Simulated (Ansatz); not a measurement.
**Electric field gradients in GaS under strain**

The cell is a structure deposited in the COD, relaxed with PBE at fixed cell and then changed (z stretched by 3 %, ions relaxed).

```
Ga S
1.0
     3.58500    0.00000    0.00000
    -1.79250    3.10470    0.00000
     0.00000    0.00000   15.96500
Ga S
4 4
Direct
  0.33333 0.66667 0.17303
  0.66667 0.33333 0.67303
  0.33333 0.66667 0.32697
  0.66667 0.33333 0.82697
  0.33333 0.66667 0.60433
  0.66667 0.33333 0.10433
  0.33333 0.66667 0.89567
  0.66667 0.33333 0.39567
```

Sites (sets of like atoms) are named by element and the number of their first atom in this list.

Method: Kohn–Sham DFT in Ansatz, PBE, plane waves and PAW, scalar-relativistic, 420 eV cutoff, Γ-centred 14×14×3 k-points, Fermi–Dirac smearing 0.02 eV.

Conventions: |V_zz| ≥ |V_yy| ≥ |V_xx|, η = (V_xx − V_yy)/V_zz, C_Q = eQV_zz/h. Directions are in the Cartesian axes of the cell vectors above, for the atom listed; none is given where the gradient is under 0.02 or η is above 0.95.

```csv
site,first atom,first shell,V_zz (10²¹ V/m²),η,"direction of V_zz (x, y, z)"
Ga,1,3 S at 2.34 Å; also 1 Ga at 2.46 Å,-7.72,0.00,0.00 0.00 1.00
S,5,3 Ga at 2.34 Å,-5.37,0.00,0.00 0.00 1.00
```

An axis of threefold or higher order runs through Ga and S, so V_zz lies along it and η is zero.
